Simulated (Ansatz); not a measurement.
**PbSe (Clausthalite) under changes of volume**

One of the cells (28.671 Å³/atom); the others are scaled copies at fixed shape and fractional positions:

```
Pb Se
1.0
     0.00000    3.06065    3.06065
     3.06065    0.00000    3.06065
     3.06065    3.06065    0.00000
Pb Se
1 1
Cartesian
  0.0000 0.0000 0.0000
  3.0606 3.0606 3.0606
```

* Program: Ansatz 0.2.0
* Functional: rPW86-PBE
* Potentials or basis: Ansatz PAW
* Cutoff: 420 eV (not typed: the program's choice for these potentials)
* k mesh: 8 × 8 × 8
* Occupations: fermi-dirac, width 0.05 eV
* Spin: no spin polarisation

```tsv
volume (Å³/atom)	energy over the lowest point (meV/atom)	pressure (GPa)	gap on the mesh (eV)
26.951	?	?	?
27.524	88.38	8.3	0.15
28.097	61.22	6.8	0.22
28.671	39.26	5.4	0.28
29.244	22.03	4.2	0.34
29.818	9.07	3.1	0.39
30.391	0.00	2.0	0.44
```

Question: What does the run at 26.951 Å³/atom give?

Answer: Energy over the lowest point 121.26 meV/atom; pressure 10.0 GPa; gap on the mesh 0.07 eV.

Worked out: A Birch-Murnaghan fit of order 3 (a polynomial in V^(-2/3)) to the other rows has no minimum within the range. It gives 121.30 meV/atom at 26.951 Å³/atom, against the run's 121.26, and -dE/dV = 10.1 GPa, against 10.0.

Energies are extrapolated to zero smearing.

Caveats: spin-orbit coupling is left out, which as a rule narrows the gap of such compounds by several tenths of an eV; the PAW data sets come from PBE, with cores solved anew for the run's functional, which leaves a small shift of forces and pressure.

A mesh can miss the band edges.
